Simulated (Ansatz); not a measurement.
Born–Oppenheimer molecular dynamics of a periodic cell of 36 atoms, Mg (start crystal Mg, start structure hcp, volume 1.15 times the crystal's). It goes on from the last frame of an earlier run, with new velocities.

The calculation used Ansatz, DFT PBE, scalar-relativistic, plane waves, PAW. Settings: cutoff 420 eV, k mesh 1x1x1, fermi-dirac smearing 0.16 eV, no spin polarisation.

```yaml
ensemble: NVT, Langevin thermostat
time_step: 2 fs
steps_asked: 400
set_temperature: 1440 K
friction: 0.02 /fs
temperature_schedule: 300 steps to 300 K, then 100 steps to 300 K
seed: 745062
```

Frames 40 fs apart, positions in Å, forces in eV/Å.

Velocities at 280.0 fs (Å/ps):

```
Mg -8.48 -4.37 4.26
Mg -5.56 -2.08 1.97
Mg 1.63 -5.87 -0.88
Mg 5.42 -6.64 -3.68
Mg -2.90 -1.27 -1.68
Mg -0.53 -4.14 5.39
Mg 4.80 10.65 2.03
Mg 2.73 1.06 -0.47
Mg -7.68 -4.02 8.85
Mg -7.41 0.59 10.59
Mg -8.35 11.70 -9.13
Mg -1.62 -0.32 8.70
Mg -2.27 4.09 0.43
Mg 0.97 -4.70 2.42
Mg -6.97 6.00 8.52
Mg -6.41 -2.11 -5.06
Mg 1.40 -2.68 -11.55
Mg 1.28 8.46 -10.66
Mg 7.66 -2.42 -2.39
Mg -3.97 -1.43 3.38
Mg 4.31 2.66 1.84
Mg -4.74 -3.61 0.92
Mg -14.03 -5.46 -12.40
Mg 3.86 0.54 -10.83
Mg -15.54 -5.60 -2.12
Mg 8.42 -2.09 5.50
Mg 5.02 -15.12 5.10
Mg 1.03 7.22 5.32
Mg 5.47 -10.80 7.09
Mg 5.75 8.46 -2.75
Mg 8.27 -1.63 2.15
Mg -3.90 -2.63 0.83
Mg 4.76 -7.59 -0.10
Mg 11.52 -0.37 -0.96
Mg 6.25 -6.26 -4.50
Mg -7.90 -0.94 -12.11
```

```xyz
36
Lattice="10.0892 0.0000 0.0000 -5.0446 8.7375 0.0000 0.0000 0.0000 10.9233" Properties=species:S:1:pos:R:3:forces:R:3 time_fs=280.0 energy_less_start_eV=-2.203 T=1118
Mg 0.510 1.192 0.290 -0.19 0.02 -0.01
Mg -1.498 2.408 2.385 -0.43 -0.40 0.02
Mg -0.141 0.111 5.236 0.23 0.25 0.16
Mg 2.246 1.988 6.585 0.21 -0.23 0.10
Mg -2.570 0.394 -0.159 0.34 -0.55 0.23
Mg -1.253 5.023 5.296 -0.27 -0.03 -0.79
Mg -2.154 5.321 7.996 0.47 0.00 -0.21
Mg -1.883 3.156 10.445 0.03 0.54 -0.26
Mg -2.961 6.067 -0.422 -0.75 -0.02 0.11
Mg -2.990 6.889 2.529 -1.00 0.09 0.48
Mg -4.278 5.846 5.997 0.11 0.28 -0.88
Mg -3.770 8.201 8.220 -0.27 -0.32 -0.03
Mg 3.136 -0.134 0.412 0.79 0.21 -0.17
Mg 3.204 2.275 2.122 -0.38 0.13 0.09
Mg 2.460 -0.646 5.200 0.63 -0.59 0.49
Mg 4.465 1.089 4.837 0.25 0.45 0.39
Mg 2.968 3.115 -0.838 -0.82 0.11 -0.27
Mg 2.049 5.314 1.149 -0.42 -0.27 0.63
Mg 0.817 2.883 3.994 0.28 0.14 0.11
Mg 0.696 3.811 8.135 -0.47 0.36 0.13
Mg -1.033 5.407 1.516 0.77 -0.64 -0.14
Mg -0.302 7.579 3.301 0.18 -0.73 0.11
Mg 0.526 7.064 6.434 -0.86 0.00 0.00
Mg -0.520 9.019 8.515 -0.44 0.36 -0.49
Mg 5.517 -1.974 -0.982 -0.08 -0.30 0.01
Mg 5.730 1.144 2.141 0.74 -0.03 0.34
Mg 7.311 0.016 4.775 -0.63 0.30 -0.64
Mg 8.407 1.286 8.018 0.15 -0.03 -0.21
Mg 5.317 2.160 -0.307 0.57 -0.38 -0.77
Mg 5.039 4.316 1.225 0.23 0.85 0.37
Mg 6.095 3.311 4.144 0.16 0.52 -0.07
Mg 4.931 4.665 8.252 -0.04 -0.45 0.79
Mg 3.848 6.452 -0.602 0.35 0.46 -0.55
Mg 4.134 7.650 2.225 -0.28 0.21 0.13
Mg 3.228 5.043 4.059 0.21 0.03 0.12
Mg 3.244 7.201 6.922 0.63 -0.34 0.67
36
Lattice="10.0892 0.0000 0.0000 -5.0446 8.7375 0.0000 0.0000 0.0000 10.9233" Properties=species:S:1:pos:R:3:forces:R:3 time_fs=320.0 energy_less_start_eV=-1.652 T=940
Mg 0.411 1.019 0.369 -0.47 0.21 0.01
Mg -1.646 2.300 2.534 1.09 -0.22 -0.29
Mg 0.088 0.232 5.203 -0.69 0.38 0.00
Mg 2.465 1.861 6.641 -0.50 0.81 0.30
Mg -2.635 0.229 -0.193 0.52 -0.32 0.22
Mg -1.397 4.791 5.056 0.15 0.36 -0.18
Mg -2.014 5.531 8.060 -0.19 0.01 -0.44
Mg -1.752 3.478 10.635 -0.04 -0.73 -0.48
Mg -3.086 5.870 -0.074 0.92 1.80 -1.39
Mg -3.310 7.137 3.058 0.48 -0.44 -0.65
Mg -4.324 6.225 5.640 -0.09 -1.06 0.26
Mg -3.719 8.315 8.451 -0.14 -0.29 -0.02
Mg 2.976 -0.134 0.576 0.72 -0.49 -0.28
Mg 3.208 2.189 2.087 0.26 0.39 0.03
Mg 2.623 -0.584 5.507 1.09 -0.40 0.44
Mg 4.645 1.218 4.658 -0.52 -0.10 0.81
Mg 2.770 2.838 -0.926 -0.36 0.00 -0.14
Mg 1.917 5.614 0.946 -0.01 -0.23 0.72
Mg 0.988 2.898 3.907 -0.01 0.23 0.07
Mg 0.600 3.920 8.281 -0.10 0.22 -0.07
Mg -0.849 5.271 1.661 -0.36 -0.07 0.46
Mg -0.249 7.293 3.531 -0.07 0.19 -0.97
Mg 0.135 6.978 6.095 0.69 -0.34 1.04
Mg -0.514 9.031 7.872 0.02 0.34 0.46
Mg 5.027 -1.996 -1.112 0.02 0.01 0.15
Mg 6.053 1.099 2.410 -0.49 -0.45 -0.96
Mg 7.369 -0.276 4.557 -0.09 0.14 0.08
Mg 8.664 1.593 8.238 0.07 -0.23 -0.15
Mg 5.277 1.940 -0.299 0.14 0.16 -0.21
Mg 5.319 4.688 1.119 -1.57 -1.35 1.37
Mg 6.477 3.395 4.109 -0.77 0.63 0.07
Mg 4.916 4.549 8.345 0.40 -0.19 0.01
Mg 3.890 6.420 -0.725 0.47 0.77 -0.45
Mg 4.141 7.661 2.315 -0.54 0.11 -0.36
Mg 3.526 4.827 3.905 0.00 0.11 -0.05
Mg 3.286 7.110 6.859 -0.08 0.03 0.62
36
Lattice="10.0892 0.0000 0.0000 -5.0446 8.7375 0.0000 0.0000 0.0000 10.9233" Properties=species:S:1:pos:R:3:forces:R:3 time_fs=360.0 energy_less_start_eV=-2.049 T=929
Mg 0.260 1.141 0.432 0.14 -0.20 -0.08
Mg -1.448 2.177 2.546 -0.17 -0.33 0.02
Mg -0.118 0.449 5.348 -0.03 -0.19 0.16
Mg 2.210 1.981 6.633 -0.30 0.43 0.36
Mg -2.477 0.207 0.172 0.23 0.44 -1.62
Mg -1.401 4.944 4.620 -0.05 0.38 0.69
Mg -2.094 5.762 7.960 -0.15 -0.29 -0.13
Mg -1.761 3.690 10.631 -0.01 -0.95 -0.67
Mg -3.053 6.147 -0.158 -0.54 -0.04 -0.15
Mg -3.548 7.417 3.377 0.27 -0.15 -1.01
Mg -4.226 6.125 5.781 -0.26 -0.74 0.17
Mg -3.799 8.271 8.568 -0.07 0.00 -0.10
Mg 2.967 -0.227 0.737 0.46 -0.08 -0.02
Mg 3.354 2.124 1.959 0.02 0.65 0.76
Mg 2.788 -0.689 5.864 0.04 -0.15 -0.30
Mg 4.656 1.575 4.804 -0.75 -0.91 0.00
Mg 2.559 2.528 -0.746 -0.09 0.30 -0.80
Mg 1.866 5.581 1.239 0.07 -0.08 -0.14
Mg 1.045 2.933 3.938 0.25 0.13 -0.14
Mg 0.570 4.254 8.209 0.06 -0.16 0.22
Mg -0.989 5.143 1.869 -0.33 0.18 -0.16
Mg -0.072 7.282 3.393 -0.83 -0.33 0.37
Mg 0.120 6.614 6.421 0.82 0.23 -0.14
Mg -0.510 9.225 7.571 0.43 0.37 0.90
Mg 4.925 -1.684 -1.134 0.15 0.01 0.15
Mg 6.096 0.618 2.167 -0.85 0.99 0.38
Mg 7.370 -0.521 4.343 0.25 0.10 1.24
Mg 8.910 1.579 8.348 0.07 -0.27 0.09
Mg 5.316 1.823 -0.414 0.00 -0.05 -0.29
Mg 5.247 4.394 1.468 0.15 0.21 -0.65
Mg 6.428 3.396 4.111 0.02 0.56 -0.28
Mg 4.964 4.286 8.463 0.10 0.03 0.16
Mg 3.926 6.716 -0.867 0.34 -0.10 0.19
Mg 3.792 7.661 2.086 0.86 -0.39 0.30
Mg 3.503 4.862 3.647 0.01 0.09 0.55
Mg 3.493 7.060 7.149 -0.31 0.32 -0.03
36
Lattice="10.0892 0.0000 0.0000 -5.0446 8.7375 0.0000 0.0000 0.0000 10.9233" Properties=species:S:1:pos:R:3:forces:R:3 time_fs=400.0 energy_less_start_eV=-2.405 T=846
Mg 0.208 1.057 0.363 0.85 -0.26 -0.21
Mg -1.251 1.828 2.585 -0.58 -0.17 0.35
Mg -0.226 0.389 5.375 0.30 0.02 0.16
Mg 2.151 2.257 6.520 -0.20 -0.28 0.87
Mg -2.329 0.192 -0.034 -0.57 0.16 -0.44
Mg -1.335 5.219 4.635 -0.86 -0.93 0.94
Mg -2.159 5.673 7.944 0.36 -0.42 -0.14
Mg -1.948 3.346 10.531 -0.09 -0.10 -0.12
Mg -3.067 6.103 -0.350 -0.10 -0.27 0.45
Mg -3.561 7.639 3.295 0.53 -0.08 -0.04
Mg -4.263 5.923 5.872 -0.03 -0.04 -0.37
Mg -3.903 8.084 8.479 0.21 0.39 -0.22
Mg 3.051 -0.245 0.702 0.10 0.28 0.27
Mg 3.470 2.217 2.177 -0.04 -0.03 -0.34
Mg 3.041 -0.825 6.044 -0.57 0.05 -0.38
Mg 4.304 1.585 4.912 0.16 -0.40 -0.49
Mg 2.552 2.358 -0.931 -0.04 0.27 -0.39
Mg 1.708 5.838 1.337 -0.20 0.04 -0.39
Mg 1.221 2.870 3.885 -0.29 0.07 -0.15
Mg 0.666 4.360 8.117 0.01 -0.98 1.06
Mg -1.312 4.908 1.872 -0.10 0.18 -0.20
Mg -0.320 7.186 3.348 0.02 0.70 -0.08
Mg 0.271 6.403 6.609 0.59 1.31 -0.49
Mg -0.246 9.532 7.690 0.00 -0.08 -0.08
Mg 4.973 -1.425 -1.033 0.20 -0.22 -0.29
Mg 5.944 0.499 2.017 0.04 0.41 0.26
Mg 7.352 -0.910 4.732 -0.21 0.28 -0.33
Mg 8.954 1.492 8.458 0.29 -0.40 -0.38
Mg 5.358 1.770 -0.699 0.11 0.00 0.69
Mg 5.256 4.317 1.440 0.32 0.47 -1.04
Mg 6.339 3.266 3.946 0.24 0.26 -0.01
Mg 5.049 4.219 8.470 -0.06 0.12 0.13
Mg 4.213 6.785 -0.847 -0.13 -0.45 0.49
Mg 3.954 7.538 2.104 0.00 0.15 0.04
Mg 3.388 4.965 3.485 0.29 -0.20 0.77
Mg 3.630 7.160 7.294 -0.56 0.14 0.08
36
Lattice="10.0892 0.0000 0.0000 -5.0446 8.7375 0.0000 0.0000 0.0000 10.9233" Properties=species:S:1:pos:R:3:forces:R:3 time_fs=440.0 energy_less_start_eV=-3.408 T=754
Mg 0.469 0.843 0.486 0.19 -0.18 -0.08
Mg -1.382 1.521 2.544 -0.02 0.22 0.43
Mg -0.223 0.370 5.380 0.45 0.01 0.16
Mg 2.032 2.215 6.845 0.02 -0.59 -0.12
Mg -2.216 0.221 -0.129 -0.42 -0.27 0.11
Mg -1.538 5.080 4.973 0.23 -0.11 -0.22
Mg -2.162 5.348 7.869 0.34 0.16 -0.07
Mg -2.135 3.071 10.425 -0.08 0.70 0.26
Mg -3.076 6.098 -0.308 0.43 -0.05 -0.21
Mg -3.450 7.779 2.951 0.25 -0.03 0.55
Mg -4.290 5.825 5.511 -0.29 0.23 0.27
Mg -3.927 8.002 8.341 0.02 -0.04 -0.01
Mg 3.113 -0.278 0.754 0.92 0.22 -0.44
Mg 3.481 2.200 2.120 0.08 0.14 -0.59
Mg 3.107 -0.906 6.064 -0.52 0.40 -0.19
Mg 4.194 1.800 4.838 -0.04 -0.34 0.04
Mg 2.462 2.393 -1.128 0.43 -0.26 0.25
Mg 1.710 6.060 1.229 -0.44 -0.13 -0.01
Mg 1.218 2.856 3.807 -0.40 -0.14 0.15
Mg 0.615 4.152 8.450 -0.43 0.60 0.22
Mg -1.654 4.698 1.967 0.28 0.42 0.09
Mg -0.479 7.433 3.450 0.01 -0.30 0.14
Mg 0.613 6.727 6.490 -0.96 -0.61 0.90
Mg 0.100 9.690 7.545 -0.06 -0.06 -0.02
Mg 5.250 -1.277 -1.217 -0.04 -0.38 -0.28
Mg 6.000 0.656 2.104 0.17 -0.11 0.19
Mg 7.428 -1.055 4.935 0.36 0.78 -1.74
Mg 9.139 1.470 8.463 0.40 -0.32 -0.47
Mg 5.349 1.551 -0.496 -0.47 0.48 -0.06
Mg 5.295 4.524 1.105 -0.25 -0.45 0.03
Mg 6.374 3.354 3.617 -0.14 0.13 0.10
Mg 5.243 4.420 8.587 -0.17 -0.10 0.25
Mg 4.197 6.625 -0.545 -0.11 -0.06 -0.40
Mg 3.977 7.397 2.241 -0.12 0.46 -0.01
Mg 3.518 4.942 3.604 0.15 -0.47 0.18
Mg 3.377 7.184 7.425 0.23 0.06 0.60
36
Lattice="10.0892 0.0000 0.0000 -5.0446 8.7375 0.0000 0.0000 0.0000 10.9233" Properties=species:S:1:pos:R:3:forces:R:3 time_fs=480.0 energy_less_start_eV=-3.181 T=738
Mg 0.693 0.577 0.404 -0.43 -0.15 -0.03
Mg -1.440 1.453 2.534 0.62 0.44 0.10
Mg -0.030 0.054 5.538 0.04 0.45 -0.10
Mg 1.895 1.898 6.986 0.16 -0.08 0.01
Mg -2.334 0.035 -0.200 1.03 -0.12 0.14
Mg -1.559 4.811 5.164 0.20 0.29 -0.36
Mg -2.050 5.165 7.960 0.07 0.41 -0.10
Mg -2.325 3.047 10.504 0.49 0.05 -0.31
Mg -2.798 6.189 -0.295 -0.27 -0.21 -0.38
Mg -3.361 7.867 2.758 0.19 0.02 0.45
Mg -4.489 6.010 5.259 0.37 -0.15 0.54
Mg -3.912 7.984 8.336 0.20 -0.14 0.36
Mg 3.519 -0.368 0.611 0.32 -0.11 0.31
Mg 3.526 2.179 1.935 -0.11 -0.09 -0.17
Mg 2.910 -0.722 6.095 0.07 -0.14 -0.29
Mg 3.989 2.022 4.702 0.14 -0.54 0.56
Mg 2.675 2.320 -1.016 0.13 -0.01 -0.21
Mg 1.629 6.300 1.467 -0.73 -0.37 -0.15
Mg 1.079 2.617 4.045 0.03 -0.05 -0.16
Mg 0.541 4.093 8.562 0.07 0.17 0.26
Mg -1.716 4.696 2.004 0.49 0.53 0.24
Mg -0.512 7.631 3.761 0.05 -0.43 -0.03
Mg 0.679 6.841 6.817 -0.45 -0.32 -0.86
Mg -0.007 9.710 7.548 -0.15 0.14 0.07
Mg 5.708 -1.365 -1.431 -0.36 -0.43 0.32
Mg 6.154 0.396 2.134 -0.24 0.16 0.34
Mg 7.587 -1.131 4.584 -0.60 0.00 0.55
Mg 9.107 1.348 8.267 0.06 0.29 0.14
Mg 5.326 1.326 -0.341 0.07 1.04 -0.74
Mg 5.589 4.314 0.760 -0.45 -0.67 0.80
Mg 6.450 3.313 3.484 -0.43 -0.08 0.17
Mg 5.343 4.444 8.620 -0.05 -0.23 0.01
Mg 4.127 6.247 -0.456 -0.48 0.70 -0.05
Mg 3.892 7.481 2.326 0.92 0.13 -0.77
Mg 3.883 4.807 3.412 -0.43 -0.27 -0.45
Mg 3.530 7.261 7.675 -0.55 -0.25 -0.21
```

Of the whole run (800 fs, mean temperature of the second half 499 K): The schedule's set-point averaged 395 K over the second half and the system 499 K, so it lags behind the ramp. A run of 0.8 ps of so small a system gives no equilibrium averages. Limits of this set-up: coarse k mesh.

The run took 11 min on 4 threads of Intel(R) Xeon(R) 6975P-C (Granite Rapids), with other jobs on the host, peak memory 1.1 GiB.
